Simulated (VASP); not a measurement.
# Sr (I4_1/amd) in VASP: a series of runs

The runs below take Sr through relaxation of cell and atoms, with PBE+TS, PBE+dDsC, PBE+rVV10.

All numbers are computed with VASP 6.6.1; they aren't measurements. Logs are shortened: lines on timing, memory, paths and dates and some standing lists are left out, and cuts for length are marked.

### 1 Starting point

It takes space group I4_1/amd (No. 141, tetragonal). The conventional cell has a = 7.413 Å, b = 7.413 Å, c = 4.042 Å, α = 90.00°, β = 90.00°, γ = 90.00°. Around Sr (site symmetry -4m2) lie 6 Sr at 3.84 to 4.04 Å.

This isn't the form of Sr at room conditions, which is fcc.

### 2 Relaxation of cell and atoms, PBE+TS

The input, INCAR:

```
ALGO = Normal
EDIFF = 1E-6
EDIFFG = -0.005
ENCUT = 600
GGA = PE
IBRION = 2
ISIF = 3
ISMEAR = -1
IVDW = 2
LASPH = True
LCHARG = False
LREAL = False
LWAVE = False
NELM = 80
NSW = 60
PREC = Accurate
SIGMA = 0.05
```

The input, KPOINTS:

```
k-points
0
Gamma
  8 8 8
```

The input, POSCAR:

```
Sr
1.0
   -3.7063582770      3.7063582770      2.0208764669
    3.7063582770     -3.7063582770      2.0208764669
    3.7063582770      3.7063582770     -2.0208764669
Sr
2
Direct
    0.0000000000      0.0000000000      0.0000000000
    0.7500000000      0.2500000000      0.5000000000
```

Potentials or basis: VASP PAW PBE potentials, release 64 (Sr_sv).

The run is started by

```
> cat potpaw_PBE.64/Sr_sv/POTCAR > POTCAR
> mpirun -np 1 vasp_std > vasp.out
```

OUTCAR:

```text
EDIFF = 1E-6
   EDIFFG = -0.005
   ENCUT = 600
   GGA = PE
   IBRION = 2
   ISIF = 3
   ISMEAR = -1
   IVDW = 2
   LASPH = True
   LREAL = False
   NELM = 80
   NSW = 60
   PREC = Accurate
  IVDW =   2

 ion  position               nearest neighbor table
   1  0.000  0.000  0.000-   2 3.84   2 3.84   2 3.84   2 3.84   2 4.79   2 4.79   2 4.79   2 4.79

   2  0.750  0.250  0.500-   1 3.84   1 3.84   1 3.84   1 3.84   1 4.79   1 4.79   1 4.79   1 4.79

  LATTYP: Found a body centered tetragonal cell.
 ALAT       =     7.4127165540
 C/A-ratio  =     0.5452458494

  Lattice vectors:

 A1 = (  -3.7063582770,   3.7063582770,   2.0208764669)
 A2 = (   3.7063582770,  -3.7063582770,   2.0208764669)
 A3 = (   3.7063582770,   3.7063582770,  -2.0208764669)

Analysis of symmetry for initial positions (statically):
=====================================================================
 Subroutine PRICEL returns:
 Original cell was already a primitive cell.

 Routine SETGRP: Setting up the symmetry group for a
 body centered tetragonal supercell.

 Subroutine GETGRP returns: Found 16 space group operations
 (whereof  8 operations were pure point group operations)
 out of a pool of 16 trial point group operations.

The static configuration has the point symmetry D_2d.
 The point group associated with its full space group is D_4h.

Analysis of symmetry for dynamics (positions and initial velocities):
=====================================================================
 Subroutine PRICEL returns:
 Original cell was already a primitive cell.

 Routine SETGRP: Setting up the symmetry group for a
 body centered tetragonal supercell.

 Subroutine GETGRP returns: Found 16 space group operations
 (whereof  8 operations were pure point group operations)
 out of a pool of 16 trial point group operations.

The dynamic configuration has the point symmetry D_2d.
 The point group associated with its full space group is D_4h.

 Subroutine INISYM returns: Found 16 space group operations
 (whereof  8 operations are pure point group operations),
 and found     1 'primitive' translations

----------------------------------------------------------------------------------------

                                     Primitive cell

  volume of cell :     111.0439

  direct lattice vectors                    reciprocal lattice vectors
    -3.706358277  3.706358277  2.020876467     0.000000000  0.134903310  0.247417399
     3.706358277 -3.706358277  2.020876467     0.134903310  0.000000000  0.247417399
     3.706358277  3.706358277 -2.020876467     0.134903310  0.134903310  0.000000000

  length of vectors
     5.617661885  5.617661885  5.617661885     0.281805381  0.281805381  0.190782091

  position of ions in fractional coordinates (direct lattice)
     0.000000000  0.000000000  0.000000000
     0.750000000  0.250000000  0.500000000

  ion indices of the primitive-cell ions
   primitive index   ion index
[... 99 lines left out ...]
   GGA     = PE    functional components
   LHFCALC =     F    Hartree Fock is set to
   AEXX    =    0.0000 exact exchange contribution
   IVDW    =     2    specifies the selected vdW correction
   LEPSILON=     F    determine dielectric tensor
   LRPA    =     F    only Hartree local field effects (RPA)
 conjugate gradient relaxation of ions
 non-spin polarized calculation
  energy-cutoff  :      600.00
  volume of cell :      111.04
 maximum number of plane-waves:      3724
 NGX is ok and might be reduce to    48
   NGX = 23   NGY = 23   NGZ = 23

--------------------------------------- Ionic step        1  -------------------------------------------

 number of electron      20.0000000 magnetization

 Free energy of the ion-electron system (eV)
  ---------------------------------------------------
  ext. energy  EPLUGINS =         0.00000000
  ---------------------------------------------------
  free energy    TOTEN  =        -2.77305765 eV

  energy without entropy =       -2.74497283  energy(sigma->0) =       -2.75901524

------------------------ aborting loop because EDIFF is reached ----------------------------------------

  Tkatchenko/Scheffler method for vdW energy calculation

  Number of pair interactions contributing to vdW energy:   14248
[... 111 lines left out ...]
  FREE ENERGIE OF THE ION-ELECTRON SYSTEM (eV)
  ---------------------------------------------------
  free  energy   TOTEN  =        -4.7560210087 eV

  energy  without entropy=       -4.7444565730  energy(sigma->0) =       -4.75023879

[... ionic steps 4 to 7 ...]

--------------------------------------- Ionic step        8  -------------------------------------------

 number of electron      20.0000000 magnetization

------------------------ aborting loop because EDIFF is reached ----------------------------------------
[... 79 lines left out ...]
--------------------------------------- Ionic step       10  -------------------------------------------

 number of electron      20.0000000 magnetization

 Free energy of the ion-electron system (eV)
  ---------------------------------------------------
  ext. energy  EPLUGINS =         0.00000000
  ---------------------------------------------------
  free energy    TOTEN  =        -2.48372392 eV

  energy without entropy =       -2.47013398  energy(sigma->0) =       -2.47692895

 E-fermi :   2.4202     XC(G=0):  -8.2568

 val. band max:        2.3821546770   @ k =  -0.2500   0.3750   0.2500
 cond. band min:       2.4409788371   @ k =  -0.2500   0.5000   0.2500
 fundamental gap:      0.0588241601
 Fermi energy:         2.4201807621

 k-point     1 :       0.0000    0.0000    0.0000
  band No.  band energies     occupation
      1     -33.7537      2.00000
      2     -33.6165      2.00000
      3     -16.0304      2.00000
      4     -16.0304      2.00000
      5     -15.5365      2.00000
      6     -15.5268      2.00000
      7     -15.4350      2.00000
      8     -15.4350      2.00000
      9      -1.2763      2.00000
     10       1.6523      2.00000
     11       3.3526      0.00000
     12       3.6545      0.00000
     13       4.4655      0.00000
     14       6.1628      0.00000
[... 377 lines left out ...]
      1     -33.6799      2.00000
      2     -33.6367      2.00000
      3     -16.0406      2.00000
      4     -15.9497      2.00000
      5     -15.8736      2.00000
      6     -15.6628      2.00000
      7     -15.6347      2.00000
      8     -15.4729      2.00000
      9       1.7721      2.00000
     10       2.0785      1.99785
     11       2.4496      0.71391
     12       3.2833      0.00000
     13       4.3897      0.00000
     14       5.1200      0.00000

 [... further k-points ...]

------------------------ aborting loop because EDIFF is reached ----------------------------------------

  Hirshfeld charges:
            ion         q(e)
   ------------------------------
      1     Sr      -0.00000000
      2     Sr       0.00000000

  Tkatchenko/Scheffler method for vdW energy calculation

  Number of pair interactions contributing to vdW energy:   18972

  Edisp (eV):   -2.29444
[... 25 lines left out ...]
  FREE ENERGIE OF THE ION-ELECTRON SYSTEM (eV)
  ---------------------------------------------------
  free  energy   TOTEN  =        -4.7781594323 eV

  energy  without entropy=       -4.7645694895  energy(sigma->0) =       -4.77136446

 reached required accuracy - stopping structural energy minimisation
```

OSZICAR:

```text
N       E                     dE             d eps       ncg     rms          rms(c)
DAV:   1     0.119957789457E+03    0.11996E+03   -0.10020E+04  1652   0.136E+03
DAV:   2     0.555921805766E+01   -0.11440E+03   -0.11294E+03  2052   0.269E+02
DAV:   3    -0.240036883675E+01   -0.79596E+01   -0.79275E+01  2938   0.552E+01
[... 99 lines left out ...]
DAV:   3    -0.248371633169E+01    0.29515E-03   -0.86320E-04  1988   0.207E-01    0.634E-02
DAV:   4    -0.248372570516E+01   -0.93735E-05   -0.72017E-05  2514   0.476E-02    0.329E-02
DAV:   5    -0.248372514645E+01    0.55871E-06   -0.19557E-05  2204   0.311E-02    0.126E-02
DAV:   6    -0.248372403588E+01    0.11106E-05   -0.14978E-06  1150   0.101E-02    0.300E-03
DAV:   7    -0.248372392441E+01    0.11147E-06   -0.17717E-07   868   0.357E-03
  10 F= -.47781594E+01 E0= -.47713645E+01  d E =-.721434E-03
```

CONTCAR:

```text
Sr
   1.00000000000000
    -3.3272016758294698    3.3272016758294698    1.8693197378376671
     3.3272016758294698   -3.3272016758294698    1.8693197378376671
     3.3272016758294698    3.3272016758294698   -1.8693197378376671
  Sr
     2
Direct
     0.0000000000000000    0.0000000000000000    0.0000000000000000
     0.7500000000000000    0.2500000000000000    0.5000000000000000

  0.00000000E+00  0.00000000E+00  0.00000000E+00
  0.00000000E+00  0.00000000E+00  0.00000000E+00
```

Run time: 6.1 min. Hardware: 1 thread of Intel Xeon 6975P-C (Granite Rapids), shared host; peak memory 0.42 GiB.

What came out:

| Property | Result |
| --- | --- |
| Free energy | -4.7782 eV |
| Relaxed volume | 41.39 Å³/atom |
| Relaxed cell | a = 5.063 Å, b = 5.063 Å, c = 5.063 Å, α = 97.83°, β = 97.83°, γ = 136.67° |
| Space group after relaxing (to 0.05 Å) | I4_1/amd (No. 141) |
| Energy gained by relaxing | 116.0 meV/atom |
| Ionic steps | 10 |
| Pressure after relaxing | 0.0 GPa |
| Band gap on the k mesh | none (metal or under the smearing width) |
| Dispersion energy per atom | -1.147 eV |

The path:
| step | energy change (eV) | largest force (eV/Å) | pressure (GPa) | volume (Å³) |
| --- | --- | --- | --- | --- |
| 1 | 0.0000 | 0.0000 | -2.24 | 111.04 |
| 2 | -0.1437 | 0.0000 | -1.65 | 99.00 |
| 3 | -0.2099 | 0.0000 | 1.10 | 77.96 |
| 4 | -0.2306 | 0.0000 | -0.32 | 85.18 |
| 5 | -0.2316 | 0.0000 | -0.07 | 83.58 |
| 6 | -0.2314 | 0.0000 | 0.01 | 83.08 |
| 7 | -0.2319 | 0.0000 | 0.01 | 82.91 |
| 8 | -0.2320 | 0.0000 | 0.01 | 82.83 |
| 9 | -0.2320 | 0.0000 | 0.00 | 82.67 |
| 10 | -0.2321 | 0.0000 | 0.01 | 82.78 |

Final structure:
```cif
data_structure
_symmetry_space_group_name_H-M 'P 1'
_symmetry_Int_Tables_number 1
_cell_length_a 5.0631
_cell_length_b 5.0631
_cell_length_c 5.0631
_cell_angle_alpha 97.835
_cell_angle_beta 97.835
_cell_angle_gamma 136.667
_cell_volume 82.78
loop_
_atom_site_label
_atom_site_type_symbol
_atom_site_fract_x
_atom_site_fract_y
_atom_site_fract_z
_atom_site_occupancy
Sr1 Sr 0.00000 0.00000 0.00000 1
Sr2 Sr 0.75000 0.25000 0.50000 1
```

Levels at points of the mesh, in eV from the Fermi level:
```tsv
k point	band 6	band 7	band 8	band 9	band 10	band 11	band 12	band 13	band 14
(0.00, 0.00, 0.00)	-17.95	-17.86	-17.86	-3.70	-0.77	0.93	1.23	2.05	3.74
(0.50, 0.00, 0.00)	-18.10	-18.04	-17.83	-0.84	-0.31	0.18	1.58	1.59	2.48
(0.50, 0.50, 0.00)	-18.19	-17.90	-17.90	-1.68	-1.68	1.21	1.21	2.19	2.19
(0.50, 0.50, 0.50)	-17.96	-17.78	-17.78	-0.93	-0.93	0.53	0.53	2.01	2.01
```

Caveat: atom-pairwise D2, TS and ULG terms overbind metals; the volume moved by over 15 % at a fixed basis, so the end points are rough; pairwise dispersion overbinds metals, which lowers pressure and volume.

### 3 Relaxation of cell and atoms, PBE+dDsC

INCAR: that of step 2 with these lines changed.

```diff
@@ -8,3 +8,3 @@
 ISMEAR = -1
-IVDW = 2
+IVDW = 4
 LASPH = True
```

KPOINTS is that of step 2.

POSCAR is that of step 2.

Potentials or basis: VASP PAW PBE potentials, release 64 (Sr_sv).

The run is started by

```
> cat potpaw_PBE.64/Sr_sv/POTCAR > POTCAR
> mpirun -np 1 vasp_std > vasp.out
```

Wall time 3.8 min (1 thread of Intel Xeon 6975P-C (Granite Rapids), shared host); peak memory 0.4 GiB.

Results (log left out):

```
Free energy                            : -3.0420 eV
Relaxed volume                         : 52.89 Å³/atom
Relaxed cell                           : a = 5.544 Å, b = 5.544 Å, c = 5.544 Å, α = 97.25°, β = 97.25°, γ = 138.38°
Space group after relaxing (to 0.05 Å) : I4_1/amd (No. 141)
Energy gained by relaxing              : 2.4 meV/atom
Ionic steps                            : 6
Pressure after relaxing                : 0.0 GPa
Band gap on the k mesh                 : none (metal or under the smearing width)
Dispersion energy per atom             : -0.137 eV
```

Step by step:
| step | energy change (eV) | largest force (eV/Å) | pressure (GPa) | volume (Å³) |
| --- | --- | --- | --- | --- |
| 1 | 0.0000 | 0.0000 | -0.40 | 111.04 |
| 2 | -0.0044 | 0.0000 | -0.24 | 108.82 |
| 3 | -0.0051 | 0.0000 | -0.04 | 106.24 |
| 4 | -0.0051 | 0.0000 | -0.04 | 106.33 |
| 5 | -0.0050 | 0.0000 | -0.02 | 105.99 |
| 6 | -0.0048 | 0.0000 | 0.00 | 105.78 |

Final structure:
```xyz
2
Lattice="-3.6644 3.6644 1.9694 3.6644 -3.6644 1.9694 3.6644 3.6644 -1.9694" Properties=species:S:1:pos:R:3 pbc="T T T"
Sr    0.0000    0.0000    0.0000
Sr    0.0000    3.6644    0.9847
```

Levels at points of the mesh, in eV from the Fermi level:
```
           k point  band 6  band 7  band 8  band 9  band 10  band 11  band 12  band 13  band 14
(0.00, 0.00, 0.00)  -18.46  -18.44  -18.44   -3.50    -0.39     0.67     1.11     1.72     2.79
(0.50, 0.00, 0.00)  -18.55  -18.52  -18.42   -0.79    -0.06     0.01     1.12     1.36     1.90
(0.50, 0.50, 0.00)  -18.58  -18.44  -18.44   -1.86    -1.86     1.09     1.09     1.67     1.67
(0.50, 0.50, 0.50)  -18.46  -18.41  -18.41   -1.13    -1.13    -0.01    -0.01     1.71     1.71
```

Caveat: pairwise dispersion overbinds metals, which lowers pressure and volume.

(Continued in part 2 of 2.)
